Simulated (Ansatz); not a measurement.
## A strain series on NaI (rocksalt): biaxial in x and y, z held

Rocksalt NaI, relaxed with r2SCAN in the plane-wave code Ansatz, then strained (biaxial in x and y, z held; changes of length per length, axes as in the cell below) with the atoms relaxed again within the symmetry that is left. Space group Fm-3m (No. 225), cubic; conventional cell a = 6.459 Å, 33.69 Å³ an atom. Around Na lie 6 I at 3.23 Å; around I lie 6 Na at 3.23 Å. The values are computed, spin-unpolarised, and not measurements.

```yaml
crystal:
  lattice:
    - [0.00000, 3.22972, 3.22972]
    - [3.22972, 0.00000, 3.22972]
    - [3.22972, 3.22972, 0.00000]
  atoms:
    - { symbol: Na, position: [0.00000, 0.00000, 0.00000] }
    - { symbol: I, position: [0.50000, 0.50000, 0.50000] }
```

Gaps are the least over each mesh (PBE 8×8×8, r2SCAN 8×8×8, HSE06 6×6×6 when unstrained) and the special points, which keep their unstrained names; stress is the change from the unstrained cell, compression positive.

```tsv
strain (%)	gap, PBE (eV)	gap, r2SCAN (eV)	gap, HSE06 (eV)	edges, HSE06	in-plane stress, r2SCAN (GPa)	energy rise, r2SCAN (meV/atom)
-2.29	3.776	4.583	4.816	Γ	+1.18	5.4
-1.81	3.750	4.553	4.788	Γ	+0.90	3.3
-1.13	3.715	4.512	4.750	Γ	+0.54	1.3
0.0	3.661	4.449	4.692	Γ	0.00	0.0
+5.98	3.361	4.105	4.365	Γ	-1.70	25.4
```

Between zero and the nearest strains the slope of the HSE06 gap against strain is -0.052 eV per percent for negative and -0.055 for positive strain.

No spin-orbit coupling is included; it can move band edges with weight on the heavy atoms by tenths of an eV.

The meshes of the hybrids are coarse, so their gaps aren't converged to the digits shown.
